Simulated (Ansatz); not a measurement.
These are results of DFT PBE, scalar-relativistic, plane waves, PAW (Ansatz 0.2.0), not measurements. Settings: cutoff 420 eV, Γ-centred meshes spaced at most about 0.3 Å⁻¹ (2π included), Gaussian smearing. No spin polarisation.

Temperature and zero-point effects are left out.

Compare these two cells of Al₃InAs₄, each relaxed at this level.

A.

```
CELL_PARAMETERS angstrom
5.83549 0.00000 0.00000
0.00000 5.83549 0.00000
0.00000 0.00000 5.83549
ATOMIC_POSITIONS crystal
Al 0.50000 0.00000 0.00000
Al 0.00000 0.00000 0.50000
Al 0.00000 0.50000 0.00000
In 0.50000 0.50000 0.50000
As 0.76063 0.23937 0.76063
As 0.76063 0.76063 0.23937
As 0.23937 0.23937 0.23937
As 0.23937 0.76063 0.76063
```

B.

```
CELL_PARAMETERS angstrom
-2.91865 2.91865 5.82845
2.91865 -2.91865 5.82845
2.91865 2.91865 -5.82845
ATOMIC_POSITIONS crystal
Al 0.75000 0.25000 0.50000
Al 0.50000 0.50000 0.00000
Al 0.25000 0.75000 0.50000
In 0.00000 0.00000 0.00000
As 0.86706 0.39400 0.00000
As 0.60600 0.60600 0.47305
As 0.39400 0.86706 0.00000
As 0.13294 0.13294 0.52695
```

Question: Which arrangement of the elements on these sites is preferred, and by what margin?

Answer: B is lower, by 6 meV/atom. The two share one framework of sites and differ in which element sits where. A has Al and In ordered on zinc blende sites, space group P-43m (No. 215), 24.8 Å³/atom and a gap of 1.16 eV on its mesh; B has Al and In ordered on zinc blende sites, space group I-42m (No. 121), 24.8 Å³/atom and a gap of 1.15 eV. Counting As atoms around Al and In (those within 1.25 times the shortest such distance or 1.15 times the sum of covalent radii), A and B both have Al 4, In 4. In A, Al is surrounded by 4 As at 2.49 Å; In has 4 As at 2.63 Å; As has 3 Al at 2.49 Å and 1 In at 2.63 Å. In B, Al on a site of symmetry -4 is surrounded by 4 As at 2.49 Å; In is surrounded by 4 As at 2.65 Å; around As lie 3 Al at 2.48–2.49 Å and 1 In at 2.65 Å; 1 more site not described. Both come from invented guesses.

Kohn–Sham gaps at this level usually fall short of measured ones. Cells relaxed within their symmetry can be saddle points.
